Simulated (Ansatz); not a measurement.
# Sn in Ansatz: the effect of functional

Sn:

```
Sn
1.0
    -1.85597    1.85597    1.85597
     1.85597   -1.85597    1.85597
     1.85597    1.85597   -1.85597
Sn
1
Cartesian
  0.0000 0.0000 0.0000
```

This isn't the form of Sn at room conditions, which is tetragonal (white tin).

The cell isn't the ideal one: volume scaled by 0.94.

Alike in all runs:

```yaml
Program: Ansatz 0.2.0
Task: single point
Potentials_or_basis: Ansatz PAW
k_mesh: 10 × 10 × 10
Occupations: fermi-dirac, width 0.05 eV
Spin: no spin polarisation
```

```tsv
functional	cutoff	pressure (GPa)
LDA	420 eV (not typed: the program's choice for these potentials)	-0.6
PBEsol	420 eV (not typed: the program's choice for these potentials)	?
r2SCAN	500 eV (not typed: the program's choice for these potentials)	2.5
```

Question: What does the run with functional PBEsol give?

Answer: Pressure 0.9 GPa.

Caveats: the PAW data sets come from PBE, with cores solved anew for the run's functional, which leaves a small shift of forces and pressure.
